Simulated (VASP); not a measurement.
KBr:

```
K Br
1.0
     0.00000    3.30244    3.30244
     3.30244    0.00000    3.30244
     3.30244    3.30244    0.00000
K Br
1 1
Cartesian
  0.0000 0.0000 0.0000
  3.3024 3.3024 3.3024
```

Base run:

| Quantity | Value |
| --- | --- |
| Program | VASP 6.6.1 |
| Functional | HSE06 |
| Potentials or basis | VASP PAW PBE potentials, release 64 (K_sv, Br) |
| Cutoff | 520 eV |
| k mesh | 4 × 4 × 4 |
| Occupations | gaussian, width 0.01 eV |
| Spin | no spin polarisation |

Its results: band gap on the k mesh 5.59 eV, direct; pressure 0.4 GPa.

Question: The run is repeated on the same cell with these changes: functional from HSE06 to PBE; further incar settings from ALGO = Normal; EDIFF = 1e-06; NBANDS = 15 to ALGO = Normal; EDIFF = 1e-07; NBANDS = 15. What comes out?

Answer: Band gap on the k mesh 4.43 eV, direct; pressure 0.7 GPa.

Caveats: the PAW data sets were made with another functional, which shifts forces and pressure a little (some runs).

